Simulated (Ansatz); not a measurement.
## Dielectric response of KF (110) films

How well do thin rocksalt KF (110) films screen a perpendicular field?

Calculated with Ansatz 0.2.0; plane-wave DFT, LDA, Ansatz PAW.

## 1. The starting structure

The cell holds 10 atoms: 5 K and 5 F. Cell: a = 3.783 Å, b = 5.350 Å, c = 25.566 Å, α = 90.0°, β = 90.0°, γ = 90.0°. It derives from KF (rocksalt KF). Vacuum lies along c.

## 2. Relaxation, 10 atoms, units 5

The structure is relaxed first, because levels and dipoles at a surface follow the positions of the outer atoms.

Input file input.yaml:

```yaml
crystal:
  lattice:
    - [3.78302128, 0.0, 0.0]
    - [0.0, 5.35, 0.0]
    - [0.0, 0.0, 25.5660425587]
  atoms:
    - { symbol: K, position: [0.5, 0.5, 0.3520294539] }
    - { symbol: F, position: [0.5, 0.0, 0.3520294539] }
    - { symbol: K, position: [0.0, 0.0, 0.4260147269] }
    - { symbol: F, position: [0.0, 0.5, 0.4260147269] }
    - { symbol: K, position: [0.5, 0.5, 0.5] }
    - { symbol: F, position: [0.5, 0.0, 0.5] }
    - { symbol: K, position: [0.0, 0.0, 0.5739852731] }
    - { symbol: F, position: [0.0, 0.5, 0.5739852731] }
    - { symbol: K, position: [0.5, 0.5, 0.6479705461] }
    - { symbol: F, position: [0.5, 0.0, 0.6479705461] }
kpoints:
  mp_grid: { grid: [8, 6, 1] }
hamiltonian:
  xc: lda
scf:
  occupations: { method: fixed }
  convergence: { dr2_threshold: 1.0e-09 }
efield:
  axis: 3
  dipole_correction: true
  ramp_position: 0.97
  ramp_width: 0.06
relax:
  f_tol: 0.003
  max_steps: 100
output:
  write_potential: true
  write_density: true
  volumetric_format: npy
```

Launch:

```sh
$ ansatz run input.yaml --threads 8 --pin off --max-ram 12288MiB --backend cpu --events-out ev --progress --plain --runs-dir out
```

Numbers of over 12 decimals in the logs are rounded to 6 here.

The program printed:

```text
Engine: ansatz 0.2.0, aarch64-unknown-linux-gnu
Pseudopotentials: kind: paw
Pseudopotential: K, paw, valence charge 9, recommended cutoff 420 eV (normal), K.paw.azcp
Pseudopotential: F, paw, valence charge 7, recommended cutoff 420 eV (normal), F.paw.azcp
Functional definition: SPW92
  exchange = slater_x
  correlation = pw_c
Crystal: 10 atoms, lattice volume = 517.435 Å³
Basis set: ecut = 420 eV, 10061 PW (Γ)
Bands: 50, of which v1, the nominal top of the filled ones, is band 40 counted from 1 (39 counted from 0)
Symmetry: 4 space group operations
k-points: 20 of 48
Non-local potential: K, projectors of the file, l = 0: 3, l = 1: 2, l = 2: 2
Non-local potential: F, projectors of the file, l = 0: 2, l = 1: 2, l = 2: 1
PAW form: soft (Blöchl's): semilocal exchange-correlation on the pseudo side does not see the compensation charge
PAW frozen core: K, regenerated for the run's functional, and the local potential with it (the file was generated under x = pbe(κ = 0.804, μ = 0.219515), c = pbe(β = 0.066725))
PAW frozen core: F, regenerated for the run's functional, and the local potential with it (the file was generated under x = pbe(κ = 0.804, μ = 0.219515), c = pbe(β = 0.066725))
PAW one-centre angular grid: K, 110 points (default); XC on 64 Gauss nodes
PAW one-centre angular grid: F, 110 points (default); XC on 64 Gauss nodes
Initial density: superposition of atomic densities (neutral atoms: chi_scale 0, normalization atom), corrected by the library's trained network
Initial wavefunctions: pseudopotential atomic-orbital guess
Functional: x = slater, c = lda
SCF iter   1: F=—  HF=-11462.274130 eV  |F-HF|=—  |Δ(HF+E_count)|=         —  Δρ=9.28e-3  dr2=3.38e-1  ethr=1.77e-3  p=0.000 e·Å  D=2.96e-14 V/Å  ΔV_dip=-0.00 eV  dr2_dipole=3.78e-10  V_vac-E_F(+/−)=5.56/5.56 eV  ⟨swp⟩=5.5  Hψ=3259  notcnv=0  defer=143
efield: sawtooth ramp at fractional position 0.9700 (set: `efield.ramp_position`, or a place that a band, a saddle search or an elastic batch's reference lends), width 0.0600; the density the first Hamiltonian is built on has a dipole p = 0.000 e·Å; the dipole correction subtracts the counter field D = 2.96e-14 V/Å, which shifts the + side's vacuum level by -0.00 eV against the − side's; the planar-averaged density in the ramp window peaks in size at 2.3e-6 e/Å³
preconditioner: auto → Resta (q_TF=auto, 1.999 Å⁻¹)  ε∞=1.9  [insulator: Δε(μ)=4.345 eV  Ē_g=14.713 eV  n_scr=60 (ndim 8)  ℏωp=13.7 eV  f_vac=0.613  ε∞_Penn≈1.9  vacuum switching on, ρ_ref=1.6e-2 e/Å³]
SCF iter   2: F=—  HF=-11462.201721 eV  |F-HF|=—  |Δ(HF+E_count)|=   7.24e-2  Δρ=5.11e-3  dr2=6.33e-2  ethr=4.23e-4  p=-0.000 e·Å  D=-4.55e-6 V/Å  ΔV_dip=0.00 eV  dr2_dipole=2.68e-10  V_vac-E_F(+/−)=6.05/6.05 eV  ⟨swp⟩=2.0  Hψ=1914  notcnv=0  defer=159
density mixer auto → msr1: gapped (density of states about μ 0.00 of a free-electron gas's, 60 screened modes)
SCF iter   3: F=—  HF=-11462.184146 eV  |F-HF|=—  |Δ(HF+E_count)|=   1.76e-2  Δρ=1.31e-3  dr2=4.51e-3  ethr=7.91e-5  p=-0.000 e·Å  D=-1.94e-6 V/Å  ΔV_dip=0.00 eV  dr2_dipole=2.81e-11  V_vac-E_F(+/−)=5.89/5.89 eV  ⟨swp⟩=2.3  Hψ=1669  notcnv=0  defer=160
SCF iter   4: F=—  HF=-11462.183027 eV  |F-HF|=—  |Δ(HF+E_count)|=   1.12e-3  Δρ=2.56e-4  dr2=2.05e-4  ethr=5.64e-6  p=0.000 e·Å  D=9.46e-7 V/Å  ΔV_dip=-0.00 eV  dr2_dipole=5.89e-12  V_vac-E_F(+/−)=5.92/5.92 eV  ⟨swp⟩=4.0  Hψ=1536  notcnv=0  defer=158
SCF iter   5: F=—  HF=-11462.182998 eV  |F-HF|=—  |Δ(HF+E_count)|=   2.92e-5  Δρ=1.16e-4  dr2=4.24e-5  ethr=2.56e-7  p=0.000 e·Å  D=4.43e-7 V/Å  ΔV_dip=-0.00 eV  dr2_dipole=1.68e-12  V_vac-E_F(+/−)=5.91/5.91 eV  ⟨swp⟩=2.0  Hψ=1645  notcnv=0  defer=160
SCF iter   6: F=—  HF=-11462.182994 eV  |F-HF|=—  |Δ(HF+E_count)|=   3.80e-6  Δρ=2.31e-5  dr2=1.45e-6  ethr=5.30e-8  p=0.000 e·Å  D=1.04e-7 V/Å  ΔV_dip=-0.00 eV  dr2_dipole=3.12e-14  V_vac-E_F(+/−)=5.92/5.92 eV  ⟨swp⟩=2.0  Hψ=1569  notcnv=0  defer=157
SCF iter   7: F=—  HF=-11462.182798 eV  |F-HF|=—  |Δ(HF+E_count)|=   1.96e-4  Δρ=5.15e-6  dr2=8.69e-8  ethr=1.81e-9  p=0.000 e·Å  D=2.03e-7 V/Å  ΔV_dip=-0.00 eV  dr2_dipole=4.73e-13  V_vac-E_F(+/−)=5.92/5.92 eV  ⟨swp⟩=2.0  Hψ=1296  notcnv=0  defer=143
SCF iter   8: F=—  HF=-11462.182798 eV  |F-HF|=—  |Δ(HF+E_count)|=  1.66e-10  Δρ=2.00e-6  dr2=1.30e-8  ethr=1.09e-10  p=0.000 e·Å  D=1.69e-8 V/Å  ΔV_dip=-0.00 eV  dr2_dipole=4.31e-16  V_vac-E_F(+/−)=5.92/5.92 eV  ⟨swp⟩=2.0  Hψ=1609  notcnv=0  defer=143
SCF iter   9: F=-11462.182798 eV  HF=-11462.182798 eV  |F-HF|=2.18e-10  |Δ(HF+E_count)|=   2.04e-9  Δρ=3.80e-7  dr2=3.31e-10  ethr=1.25e-12  p=0.000 e·Å  D=6.33e-9 V/Å  ΔV_dip=-0.00 eV  dr2_dipole=4.57e-17  V_vac-E_F(+/−)=5.92/5.92 eV  ⟨swp⟩=5.2  Hψ=5365  notcnv=0
SCF 1 converged in 9 iterations: F = -11462.182798 eV  dr2 = 3.31e-10
  greatest PAW one-centre occupation: 0.985 electrons in one spin orbital (limit 2), on the K atom at site 6 (counted from 0), in its partial waves of l = 0
relax step   1: F+E_penalty+E_count = -11462.18279778 eV  Δ(F+E_penalty+E_count) = +0.000e0 eV  max|allowed force component| = 4.338e-1 eV/Å  Δτ_max = 0.0000 Å  (9 SCF iters, accepted)
Initial density: handed on by an earlier stage of this run
Initial wavefunctions: those handed on with the density
iter 1 solved again at ethr=2.78e-4 eV; its pass at ethr=3.10e-3 eV (dr2=2.23e-1 eV) is discarded
SCF iter   1: F=—  HF=-11462.496663 eV  |F-HF|=—  |Δ(HF+E_count)|=         —  Δρ=4.87e-3  dr2=2.23e-1  ethr=2.78e-4  p=0.000 e·Å  D=6.33e-9 V/Å  ΔV_dip=-0.00 eV  dr2_dipole=2.72e-15  V_vac-E_F(+/−)=6.17/6.17 eV  ⟨swp⟩=1.9  Hψ=3951  notcnv=0  defer=137
efield: sawtooth ramp at fractional position 0.9700 (set: `efield.ramp_position`, or a place that a band, a saddle search or an elastic batch's reference lends), width 0.0600; the density the first Hamiltonian is built on has a dipole p = 0.000 e·Å; the dipole correction subtracts the counter field D = 6.33e-9 V/Å, which shifts the + side's vacuum level by -0.00 eV against the − side's; the planar-averaged density in the ramp window peaks in size at 4.5e-7 e/Å³
preconditioner: auto → Resta (q_TF=auto, 1.999 Å⁻¹)  ε∞=1.8  [insulator: Δε(μ)=5.173 eV  Ē_g=15.161 eV  n_scr=60 (ndim 8)  ℏωp=13.7 eV  f_vac=0.621  ε∞_Penn≈1.8  vacuum switching on, ρ_ref=1.7e-2 e/Å³]
SCF iter   2: F=—  HF=-11462.421676 eV  |F-HF|=—  |Δ(HF+E_count)|=   7.50e-2  Δρ=2.26e-3  dr2=4.07e-2  ethr=2.78e-4  p=-0.000 e·Å  D=-5.39e-9 V/Å  ΔV_dip=0.00 eV  dr2_dipole=8.38e-15  V_vac-E_F(+/−)=5.98/5.98 eV  ⟨swp⟩=3.0  Hψ=1144  notcnv=0  defer=148  κ⁻¹=1.0e0(r=1)
[...]
SCF 3 converged in 10 iterations: F = -11462.461435 eV  dr2 = 5.35e-11
  greatest PAW one-centre occupation: 0.985 electrons in one spin orbital (limit 2), on the K atom at site 2 (counted from 0), in its partial waves of l = 0
relax step   3: F+E_penalty+E_count = -11462.46143477 eV  Δ(F+E_penalty+E_count) = -4.997e-2 eV  max|allowed force component| = 9.216e-2 eV/Å  Δτ_max = 0.1936 Å  (10 SCF iters, accepted)
[...]
relax step   4: F+E_penalty+E_count = -11462.46406245 eV  Δ(F+E_penalty+E_count) = -2.628e-3 eV  max|allowed force component| = 2.617e-2 eV/Å  Δτ_max = 0.0362 Å  (8 SCF iters, accepted)
[...]
relax step   5: F+E_penalty+E_count = -11462.46427684 eV  Δ(F+E_penalty+E_count) = -2.144e-4 eV  max|allowed force component| = 2.640e-2 eV/Å  Δτ_max = 0.0175 Å  (8 SCF iters, accepted)
SCF iter   1: F=—  HF=-11462.464655 eV  |F-HF|=—  |Δ(HF+E_count)|=         —  Δρ=1.17e-4  dr2=1.78e-4  ethr=2.20e-6  p=0.000 e·Å  D=4.58e-8 V/Å  ΔV_dip=-0.00 eV  dr2_dipole=2.30e-14  V_vac-E_F(+/−)=5.95/5.95 eV  ⟨swp⟩=4.3  Hψ=2270  notcnv=0  defer=160
efield: sawtooth ramp at fractional position 0.9700 (set: `efield.ramp_position`, or a place that a band, a saddle search or an elastic batch's reference lends), width 0.0600; the density the first Hamiltonian is built on has a dipole p = 0.000 e·Å; the dipole correction subtracts the counter field D = 4.58e-8 V/Å, which shifts the + side's vacuum level by -0.00 eV against the − side's; the planar-averaged density in the ramp window peaks in size at 7.3e-8 e/Å³
preconditioner: auto → Resta (q_TF=auto, 1.999 Å⁻¹)  ε∞=1.8  [insulator: Δε(μ)=4.916 eV  Ē_g=14.915 eV  n_scr=60 (ndim 8)  ℏωp=13.7 eV  f_vac=0.636  ε∞_Penn≈1.8  vacuum switching on, ρ_ref=1.6e-2 e/Å³]
SCF iter   2: F=—  HF=-11462.464685 eV  |F-HF|=—  |Δ(HF+E_count)|=   2.99e-5  Δρ=5.70e-5  dr2=3.52e-5  ethr=2.22e-7  p=0.000 e·Å  D=8.19e-9 V/Å  ΔV_dip=-0.00 eV  dr2_dipole=1.31e-14  V_vac-E_F(+/−)=5.97/5.97 eV  ⟨swp⟩=3.3  Hψ=1684  notcnv=0  defer=158  κ⁻¹=1.0e0(r=1)
density mixer auto → broyden: gapped, where msr1 would fit the directions that read negative (density of states about μ 0.00 of a free-electron gas's, 60 screened modes)
SCF iter   3: F=—  HF=-11462.464706 eV  |F-HF|=—  |Δ(HF+E_count)|=   2.02e-5  Δρ=2.73e-5  dr2=3.59e-6  ethr=4.39e-8  p=-0.000 e·Å  D=-3.42e-8 V/Å  ΔV_dip=0.00 eV  dr2_dipole=5.75e-15  V_vac-E_F(+/−)=5.98/5.98 eV  ⟨swp⟩=3.0  Hψ=1599  notcnv=0  defer=157  κ⁻¹=1.7e-1(r=2)
SCF iter   4: F=—  HF=-11462.464514 eV  |F-HF|=—  |Δ(HF+E_count)|=   1.91e-4  Δρ=9.95e-6  dr2=4.47e-7  ethr=4.49e-9  p=-0.000 e·Å  D=-2.22e-8 V/Å  ΔV_dip=0.00 eV  dr2_dipole=3.44e-16  V_vac-E_F(+/−)=5.98/5.98 eV  ⟨swp⟩=2.0  Hψ=1734  notcnv=0  defer=145  κ⁻¹=1.1e-2(r=3)
SCF iter   5: F=—  HF=-11462.464514 eV  |F-HF|=—  |Δ(HF+E_count)|=   2.22e-7  Δρ=3.23e-6  dr2=3.15e-8  ethr=5.59e-10  p=-0.000 e·Å  D=-1.44e-8 V/Å  ΔV_dip=0.00 eV  dr2_dipole=4.95e-15  V_vac-E_F(+/−)=5.98/5.98 eV  ⟨swp⟩=2.0  Hψ=1378  notcnv=0  defer=145  κ⁻¹=8.5e-4(r=4)
SCF iter   6: F=—  HF=-11462.464514 eV  |F-HF|=—  |Δ(HF+E_count)|=   1.50e-8  Δρ=1.07e-6  dr2=3.79e-9  ethr=3.93e-11  p=-0.000 e·Å  D=-3.73e-8 V/Å  ΔV_dip=0.00 eV  dr2_dipole=6.32e-15  V_vac-E_F(+/−)=5.98/5.98 eV  ⟨swp⟩=2.0  Hψ=1560  notcnv=0  defer=145  κ⁻¹=1.9e-4(r=5)
SCF iter   7: F=-11462.464514 eV  HF=-11462.464514 eV  |F-HF|=8.44e-10  |Δ(HF+E_count)|=   1.52e-9  Δρ=3.89e-7  dr2=3.76e-10  ethr=1.25e-12  p=-0.000 e·Å  D=-2.29e-8 V/Å  ΔV_dip=0.00 eV  dr2_dipole=6.91e-15  V_vac-E_F(+/−)=5.98/5.98 eV  ⟨swp⟩=7.0  Hψ=5062  notcnv=0
SCF 6 converged in 7 iterations: F = -11462.464514 eV  dr2 = 3.76e-10
relax step   6: F+E_penalty+E_count = -11462.46451429 eV  Δ(F+E_penalty+E_count) = -2.375e-4 eV  max|allowed force component| = 5.034e-4 eV/Å  Δτ_max = 0.0074 Å  (7 SCF iters, accepted)
NSCF: frozen V_eff on 20 k-points
the search or the solves at the SCF's close seem to have found levels that the self-consistency loop had missed (the run counts 2). By its estimate they hold under 1e-12 electrons; where the run keeps them, the occupations were computed again with them
WARN: The output density's exchange-correlation potential varies sharply where the density is thin. Do not read a vacuum level from v_tot or v_xc, or from such a field of the output density. On a cell that repeats whose density bears no net charge and no dipole along the vacuum's axis use v_es (v_loc + v_h of the components); under efield.dipole_correction with no amplitude use v_es + v_field, which holds any externa [...]
SCF converged after 7 iterations
Stability not checked: this state was not tested for a lower state beside it, because the mixer in use, unlike msr1, does not test its closes by its own steps (another_mixer; see scf.mixing.algorithm and scf.lower_state_search)
Free energy (F): -11462.464514 eV
Harris-Foulkes:  -11462.464514 eV  (|F-HF|=8.44e-10)
Internal energy: -11462.464514 eV  (E = F + TS)
E sigma→0 (E₀):  -11462.464514 eV
Fermi energy:    -3.173892 eV
Dipole field:    D = 0.000000 V/Å  (p = 0.000000 e·Å, saw-weighted, corrected)
Work function:   Φ+ = 5.9825 eV   Φ− = 5.9825 eV
Levels:          The Fermi level and band energies are counted from a zero that moves with the ramp; work functions are not
--- Per-component energies (eV) ---
  E_band       = -1029.634228
  E_kinetic    = 2299.583887
  E_local      = -59177.729301  (includes V_loc(G=0)·N_el)
  E_nonlocal   = 455.349716
  E_hartree    = 28603.935977
  E_xc         = -1059.272790
  E_vxc        = -1328.280825  (∫ρ·V_xc dr)
  E_paw        = -4649.993472  (= ΣΔE_a)
  E_vpaw       = -486.440334  (= ΣTr[D̂ρ^β])
  E_aug_tail   = 0.010080  (compensation charges beyond the density's cutoff)
  E_efield     = 0.000000  (sawtooth field / dipole correction)
  E_vefield    = 0.000000  (∫n·V_field dr)
  E_ewald      = 22063.797631
  E_core_change = 1.853758  (= ΣΔE_core)
  E_smearing   = -0.000000  (= −TS)
  E_closure    = 0.000000  (closes the sum)
  Σ components = -11462.464514   (vs F -11462.464514, Δ=0.00e0)
--- Forces (eV/Å), atoms counted from 1 ---
  atom   1  K      0.00000000     0.00000000    -0.00001791
  atom   2  F      0.00000000     0.00000000     0.00012537
  atom   3  K      0.00000000     0.00000000    -0.00050326
  atom   4  F      0.00000000     0.00000000    -0.00010471
  atom   5  K      0.00000000     0.00000000     0.00000008
  atom   6  F      0.00000000     0.00000000    -0.00000010
  atom   7  K      0.00000000     0.00000000     0.00050336
  atom   8  F      0.00000000     0.00000000     0.00010453
  atom   9  K      0.00000000     0.00000000     0.00001796
  atom  10  F      0.00000000     0.00000000    -0.00012547
  max |Σ_I F_I| component: 1.60e-7 eV/Å
--- Band table (eV; the first three rows and the last of 20) ---
  k-point 0: bands = [... 36 lower, -3.3658, -3.2717, -3.2357, -3.1739, 1.7109, 1.8823, 2.8198, 3.2908, ... 6 higher]
  k-point 1: bands = [... 36 lower, -3.4464, -3.2762, -3.2415, -3.1796, 1.8905, 2.0341, 2.9849, 3.4746, ... 6 higher]
  k-point 2: bands = [... 36 lower, -3.4551, -3.2867, -3.2531, -3.1907, 2.3428, 2.4376, 3.4451, 3.8943, ... 6 higher]
  k-point 19: bands = [... 36 lower, -3.4513, -3.3661, -3.2698, -3.2654, 4.4655, 4.4740, 4.9771, 5.0126, ... 6 higher]
--- Relaxed structure (6 steps of the walk, 6 accepted, 0 SCFs on fresh bases) ---
  F+E_penalty+E_count = -11462.46451429 eV   max|allowed force component| = 5.034e-4 eV/Å
  atoms:
    - { symbol: K, position: [0.500000, 0.500000, 0.364734] }
    - { symbol: F, position: [0.500000, 0.0, 0.366136] }
    - { symbol: K, position: [0.0, 0.0, 0.429464] }
    - { symbol: F, position: [0.0, 0.500000, 0.428674] }
    - { symbol: K, position: [0.500000, 0.500000, 0.500000] }
    - { symbol: F, position: [0.500000, 0.0, 0.500000] }
    - { symbol: K, position: [0.0, 0.0, 0.570536] }
    - { symbol: F, position: [0.0, 0.500000, 0.571326] }
    - { symbol: K, position: [0.500000, 0.500000, 0.635266] }
    - { symbol: F, position: [0.500000, 0.0, 0.633864] }
```

Run time: 29 s. Hardware: 8 threads of Arm Neoverse V2, shared host; peak memory 1.3 GiB.

Relaxation path:

```
step  energy less that of the first step (eV)  largest force component (eV/Å)
   1                                   0.0000                          0.4338
   2                                  -0.2287                          0.1656
   3                                  -0.2786                          0.0922
   4                                  -0.2813                          0.0262
   5                                  -0.2815                          0.0264
   6                                  -0.2817                          0.0005
```

The run keeps the 4 symmetry operations that it works with, so distortions that break them were not tested.

The atoms that moved most (Å):

```
atom     dx     dy      dz  length
 F10  0.000  0.000  -0.361   0.361
  F2  0.000  0.000   0.361   0.361
  K9  0.000  0.000  -0.325   0.325
  K1  0.000  0.000   0.325   0.325
  K3  0.000  0.000   0.088   0.088
  K7  0.000  0.000  -0.088   0.088
  F8  0.000  0.000  -0.068   0.068
  F4  0.000  0.000   0.068   0.068
```

This step gave:

- gap on the k-mesh: 4.885 eV
- dipole along the normal: 1.33e-7 e·Å
- ionisation energy, upper face: 5.983 eV
- electron affinity, upper face: 1.098 eV

Running mean over 1.892 Å of the planar mean; the ramp of the sawtooth is left out. Table of electron's electrostatic potential energy less the highest filled level by z:

```
z (Å)  electron's electrostatic potential energy less the highest filled level (eV)
    3                                                                          5.98
    4                                                                          5.98
    5                                                                          5.98
    6                                                                          5.98
    7                                                                          5.96
    8                                                                          5.06
    9                                                                          1.54
   10                                                                         0.163
   11                                                                         0.965
   12                                                                         0.821
   13                                                                          1.02
   14                                                                         0.873
   15                                                                         0.442
   16                                                                         0.776
   17                                                                          2.86
   18                                                                          5.79
   19                                                                          5.98
   20                                                                          5.98
   21                                                                          5.98
   22                                                                          5.98
```

The relaxation took 6 steps and lowered the energy by 0.28 eV; the largest force on the free atoms ends at 5.0e-4 eV/Å.

The gap is 4.88 eV, with the valence edge 5.98 eV and the conduction edge 1.10 eV under the upper vacuum level.

(Continued in part 2 of 5.)

[Logs are printed without paths, hosts, clocks, repeated set-up lines and the standing remarks that a program may print on its own settings, such as how far it seeks lower states.]

[Hosts, paths, dates, database ids (printed as entryN), source tags and the programs' standing remarks are cut or masked in the printed files.]

[Maps of the electrostatic potential energy from Ansatz leave out the sawtooth potential of an applied field or a dipole correction, so their vacuum need not be flat; planar profiles and work functions include it.]
